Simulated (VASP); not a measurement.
CoSi, 8 atoms in the cell. Symmetry: Pnma, No. 62, orthorhombic system. Conventional cell: a = 5.324 Å, b = 2.913 Å, c = 6.008 Å, α = 90.00°, β = 90.00°, γ = 90.00°. Around Co (site symmetry m) lie 6 Si at 2.28 to 2.38 Å. Si (site symmetry m) is surrounded by 6 Co at 2.28 to 2.38 Å and 2 Si at 2.58 Å. The cell was built by a generator and needn't be a form met in nature.

- Program: VASP 6.6.1
- Task: density of states
- Functional: PBE
- Potentials or basis: VASP PAW PBE potentials, release 64 (Co, Si)
- Cutoff: 520 eV
- k mesh: 6 × 10 × 6
- Occupations: gaussian, width 0.1 eV
- Spin: collinear spin, ferromagnetic start
- Starting moments: [0.22, 0.22, 0.22, 0.22, -0.01, -0.01, -0.01, -0.01] μB
- k mesh for the DOS: 9 × 15 × 9
- Occupations for the DOS: tetrahedron
- Further INCAR settings: ALGO = Normal; EDIFF = 1e-06

Potentials or basis: VASP PAW PBE potentials, release 64 (Co, Si).

The run is started by

```console
$ cat potpaw_PBE.64/Co/POTCAR potpaw_PBE.64/Si/POTCAR > POTCAR
$ cp INCAR.step1 INCAR
$ cp KPOINTS.step1 KPOINTS
$ mpirun -np 8 vasp_std > vasp.out
$ cp INCAR.step2 INCAR
$ cp KPOINTS.step2 KPOINTS
$ mpirun -np 8 vasp_std > vasp.out
```

Hardware: 8 MPI ranks on Intel(R) Xeon(R) 6975P-C (Granite Rapids), with other jobs on the host.

**Question.** Estimate the wall time of this run.

**Answer.** It took 2.7 min on 8 MPI ranks on Intel(R) Xeon(R) 6975P-C (Granite Rapids) (shared host), peak memory 0.81 GiB a rank. Counts: scf iterations 8, k points 200.
